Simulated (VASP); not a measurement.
# SiNi3 (Pm-3m) in VASP: notebook, part 2 of 2

VASP 6.6.1. The steps go on from the part before.

## Step 3: Relaxation of cell and atoms, PBEsol

Input file INCAR:

```
PREC = Accurate
ENCUT = 600
EDIFF = 1E-6
ISMEAR = 0
SIGMA = 0.1
LREAL = F
LASPH = T
NELM = 100
ALGO = Normal
ISIF = 3
LWAVE = F
LCHARG = F
GGA = PS
IBRION = 2
NSW = 100
EDIFFG = -0.005
```

Input file KPOINTS:

```
regular mesh
0
Gamma
  12 12 12
```

Input file POSCAR:

```
SiNi3
1.0
    3.4614637898      0.0000000000      0.0000000000
    0.0000000000      3.4614637898      0.0000000000
    0.0000000000      0.0000000000      3.4614637898
Si Ni
1 3
Direct
    0.0000000000      0.0000000000      0.0000000000
    0.0000000000      0.5000000000      0.5000000000
    0.5000000000      0.0000000000      0.5000000000
    0.5000000000      0.5000000000      0.0000000000
```

Potentials or basis: VASP PAW PBE potentials, release 64 (Si, Ni).

On the command line:

```sh
$ cat potpaw_PBE.64/Si/POTCAR potpaw_PBE.64/Ni/POTCAR > POTCAR
$ mpirun -np 1 vasp_std > vasp.out
```

OUTCAR:

```text
PREC = Accurate
   ENCUT = 600
   EDIFF = 1E-6
   ISMEAR = 0
   LREAL = F
   LASPH = T
   NELM = 100
   ISIF = 3
   GGA = PS
   IBRION = 2
   NSW = 100
   EDIFFG = -0.005

 ion  position               nearest neighbor table
   1  0.000  0.000  0.000-   2 2.45   3 2.45   4 2.45   2 2.45   3 2.45   2 2.45   4 2.45   2 2.45
                             3 2.45   4 2.45   3 2.45   4 2.45
   2  0.000  0.500  0.500-   1 2.45   3 2.45   4 2.45   1 2.45   4 2.45   1 2.45   3 2.45   1 2.45
                             3 2.45   4 2.45   4 2.45   3 2.45
   3  0.500  0.000  0.500-   1 2.45   2 2.45   4 2.45   1 2.45   4 2.45   2 2.45   4 2.45   4 2.45
                             1 2.45   2 2.45   1 2.45   2 2.45
   4  0.500  0.500  0.000-   1 2.45   2 2.45   3 2.45   2 2.45   3 2.45   1 2.45   3 2.45   3 2.45
                             1 2.45   2 2.45   2 2.45   1 2.45

  LATTYP: Found a simple cubic cell.
 ALAT       =     3.4614637898

  Lattice vectors:

 A1 = (   3.4614637898,   0.0000000000,   0.0000000000)
 A2 = (   0.0000000000,   3.4614637898,   0.0000000000)
 A3 = (   0.0000000000,   0.0000000000,   3.4614637898)

Analysis of symmetry for initial positions (statically):
=====================================================================
 Subroutine PRICEL returns:
 Original cell was already a primitive cell.

 Routine SETGRP: Setting up the symmetry group for a
 simple cubic supercell.

 Subroutine GETGRP returns: Found 48 space group operations
 (whereof 48 operations were pure point group operations)
 out of a pool of 48 trial point group operations.

The static configuration has the point symmetry O_h .

Analysis of symmetry for dynamics (positions and initial velocities):
=====================================================================
 Subroutine PRICEL returns:
 Original cell was already a primitive cell.

 Routine SETGRP: Setting up the symmetry group for a
 simple cubic supercell.
[... 137 lines left out ...]
   IVDW    =     0    specifies the selected vdW correction
   LEPSILON=     F    determine dielectric tensor
   LRPA    =     F    only Hartree local field effects (RPA)
 conjugate gradient relaxation of ions
 non-spin polarized calculation
 Gauss-broadening in eV      SIGMA  =   0.10
  energy-cutoff  :      600.00
  volume of cell :       41.47
 maximum number of plane-waves:      1409
 NGX is ok and might be reduce to    28
   NGX = 13   NGY = 13   NGZ = 13

--------------------------------------- Ionic step        1  -------------------------------------------

 number of electron      33.9999971 magnetization

 Free energy of the ion-electron system (eV)
  ---------------------------------------------------
  ext. energy  EPLUGINS =         0.00000000
  ---------------------------------------------------
  free energy    TOTEN  =       -26.29681574 eV

  energy without entropy =      -26.28686860  energy(sigma->0) =      -26.29184217

------------------------ aborting loop because EDIFF is reached ----------------------------------------

  FORCE on cell =-STRESS in cart. coord.  units (eV):
  Direction    XX          YY          ZZ          XY          YZ          ZX
  --------------------------------------------------------------------------------------
  -------------------------------------------------------------------------------------
  Total       -0.0322184     -0.0322184     -0.0322184      0.0000000     -0.0000000     -0.0000000
  in kB       -1.2446160     -1.2446160     -1.2446160      0.0000000     -0.0000000     -0.0000000
  external PRESSURE =      -1.2446160 kB  Pullay stress =       0.0000000 kB
[... 63 lines left out ...]
--------------------------------------- Ionic step        3  -------------------------------------------

 number of electron      33.9999971 magnetization

 Free energy of the ion-electron system (eV)
  ---------------------------------------------------
  ext. energy  EPLUGINS =         0.00000000
  ---------------------------------------------------
  free energy    TOTEN  =       -26.29681691 eV

  energy without entropy =      -26.28687208  energy(sigma->0) =      -26.29184449

 E-fermi :  11.0952     XC(G=0): -13.4556

 val. band max:       11.0869468394   @ k =   0.0833   0.0833   0.0000
 cond. band min:      11.1223852487   @ k =   0.4167   0.4167   0.3333
 fundamental gap:      0.0354384092
 Fermi energy:        11.0952363971

 k-point     1 :       0.0000    0.0000    0.0000
  band No.  band energies     occupation
      1      -1.1433      2.00000
      2       5.9623      2.00000
      3       6.7903      2.00000
      4       6.7903      2.00000
      5       7.3372      2.00000
      6       7.3372      2.00000
[... 565 lines left out ...]
     20      15.7048      0.00000
     21      17.3524      0.00000

 [... further k-points ...]

------------------------ aborting loop because EDIFF is reached ----------------------------------------

  FORCE on cell =-STRESS in cart. coord.  units (eV):
  Direction    XX          YY          ZZ          XY          YZ          ZX
  --------------------------------------------------------------------------------------
  -------------------------------------------------------------------------------------
  Total        0.0056064      0.0056064      0.0056064      0.0000000      0.0000000     -0.0000000
  in kB        0.2166450      0.2166450      0.2166450      0.0000000      0.0000000     -0.0000000
  external PRESSURE =       0.2166450 kB  Pullay stress =       0.0000000 kB
[... 19 lines left out ...]
  FREE ENERGIE OF THE ION-ELECTRON SYSTEM (eV)
  ---------------------------------------------------
  free  energy   TOTEN  =       -26.2968169055 eV

  energy  without entropy=      -26.2868720775  energy(sigma->0) =      -26.29184449

 reached required accuracy - stopping structural energy minimisation
```

Wall time 99 s (1 thread of Intel Xeon 6975P-C (Granite Rapids), shared host); peak memory 0.21 GiB.

Results:

```yaml
Free_energy: -26.2968 eV
Relaxed_volume: 10.37 Å³/atom
Relaxed_cell: a = 3.461 Å, b = 3.461 Å, c = 3.461 Å, α = 90.00°, β = 90.00°, γ = 90.00°
Space_group_after_relaxing_to_0.05_Å: Pm-3m (No. 221)
Energy_gained_by_relaxing: 0.0 meV/atom
Ionic_steps: 3
Pressure_after_relaxing: 0.0 GPa
Band_gap_on_the_k_mesh: none (metal or under the smearing width)
```

Final structure:
```cif
data_structure
_symmetry_space_group_name_H-M 'P 1'
_symmetry_Int_Tables_number 1
_cell_length_a 3.4611
_cell_length_b 3.4611
_cell_length_c 3.4611
_cell_angle_alpha 90.000
_cell_angle_beta 90.000
_cell_angle_gamma 90.000
_cell_volume 41.46
loop_
_atom_site_label
_atom_site_type_symbol
_atom_site_fract_x
_atom_site_fract_y
_atom_site_fract_z
_atom_site_occupancy
Si1 Si 0.00000 0.00000 0.00000 1
Ni1 Ni 0.00000 0.50000 0.50000 1
Ni2 Ni 0.50000 0.00000 0.50000 1
Ni3 Ni 0.50000 0.50000 0.00000 1
```

Caveat: the PAW data sets were made with another functional, which shifts forces and pressure a little. Spin polarisation is off, so any magnetic state and its effect on volume and gap are missing.
